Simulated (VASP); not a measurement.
Runs of VASP 6.6.1 on WS2. The structure is cubic, space group Fm-3m (No. 225). Conventional cell: a = 6.016 Å, b = 6.016 Å, c = 6.016 Å, α = 90.00°, β = 90.00°, γ = 90.00°. Around W (site symmetry m-3m) lie 8 S at 2.60 Å. S (site symmetry -43m) has 4 W at 2.60 Å as nearest neighbours. Measurements of this composition are mostly on another form, of space group No. 194.

```tsv
level	spin	U	fixed moment (μB)	gap on the mesh (eV)	pressure (GPa)	moment (μB)
PBE+U	collinear, random start	W d U = 4 eV	-	none	0.8	1.97
PBE+U	collinear, ferromagnetic start	W d U = 2 eV	-	none	-2.0	1.93
PBE+U	collinear, zero start	W d U = 4 eV	-	none	-6.5	0.00
PBEsol	collinear, ferromagnetic start	-	-	none	-10.7	(a)
PBE+U	collinear, ferromagnetic start	W d U = 4 eV	0	-	-6.5	0.00
PBE+U	collinear, random start	W d U = 2 eV	-	none	-2.0	1.93
```

Alike in all rows: task single point; potentials or basis VASP PAW PBE potentials, release 64 (W_sv, S); cell as given; k mesh 6 × 6 × 6; cutoff (eV) 520; smearing gaussian 0.05 eV.

Problem. Estimate the missing entries.

Solution. (a) 1.75.

Caveats: the PAW data sets were made with another functional, which shifts forces and pressure a little (some runs); the total moment is fixed, so each spin has its own Fermi level (some runs).

A k mesh can miss the band edges, and the runs leave out spin-orbit coupling on W.

A gap of «none» marks a metal or a gap under the smearing width.
